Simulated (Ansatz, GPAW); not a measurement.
Given: the input of a run of GPAW 26.7.0 (ASE script) on HfC. 

Contents of run.py:

```python
from ase.dft.bandgap import bandgap
from ase.io import read, write
from ase.units import GPa
from gpaw import GPAW, PW

atoms = read('POSCAR')

calc = GPAW(mode=PW(800),
            xc='PBE',
            kpts={'size': (10, 10, 10), 'gamma': True},
            occupations={'name': 'methfessel-paxton', 'order': 0, 'width': 0.024},
            nbands=18,
            convergence={'density': 1e-05, 'energy': 1e-05},
            maxiter=150,
            txt='gpaw.txt')
atoms.calc = calc
energy = atoms.get_potential_energy()
forces = atoms.get_forces()
stress = atoms.get_stress()
calc.write('gs.gpw')
write('result.traj', atoms)
print(f'Energy: {energy:.6f} eV')
print('Forces (eV/A):')
print(forces.round(4))
print('Stress (GPa):', (stress / GPa).round(3))
print('Fermi level:', round(calc.get_fermi_level(), 4), 'eV')
print(f'Gap: {bandgap(calc)[0]:.4f} eV, direct: {bandgap(calc, direct=True)[0]:.4f} eV')
```

File POSCAR:

```
HfC
1.0
    0.0000000000      2.3250000000      2.3250000000
    2.3250000000      0.0000000000      2.3250000000
    2.3250000000      2.3250000000      0.0000000000
Hf C
1 1
Direct
    0.5000000000      0.5000000000      0.5000000000
    0.0000000000      0.0000000000      0.0000000000
```

Potentials or basis: GPAW PAW data sets (gpaw-data 1.2.1), pw.

Command:

```console
$ OMP_NUM_THREADS=1 python run.py
```

Set up the same calculation for Ansatz 0.2.0. Potentials or basis there: all-electron LAPW, scalar-relativistic.

As run (cutoffs and basis follow the program's own potentials, and thresholds, step limits or extra output files can differ):

input.yaml

```yaml
crystal:
  lattice:
    - [0.0, 2.325, 2.325]
    - [2.325, 0.0, 2.325]
    - [2.325, 2.325, 0.0]
  atoms:
    - { symbol: Hf, position: [0.5, 0.5, 0.5] }
    - { symbol: C, position: [0.0, 0.0, 0.0] }
kpoints:
  mp_grid: { grid: [10, 10, 10] }
scf:
  occupations: { method: gaussian, width: 0.024 }
hamiltonian:
  xc: pbe
  pseudopotentials: { kind: all_electron, lapw: { basis_error: 0.001 } }
output:
  forces: true
  stress: true
  eigenvalues: true
```

Potentials or basis: all-electron LAPW, scalar-relativistic.

Launch:

```sh
$ ansatz run input.yaml --threads 1 --pin off --max-ram 3072MiB --backend cpu --events-out ev --progress --plain --runs-dir out
```

Both were run:

|  | GPAW | Ansatz |
| --- | --- | --- |
| Pressure | 1.3 GPa | 0.3 GPa |

Where Ansatz's input types no cutoff or centring, it takes its own default and a Γ-centred mesh.

The two runs disagree by more than potentials and bases usually give (in gap, levels, pressure or energy); the cause wasn't traced.

Pressure is positive in compression.
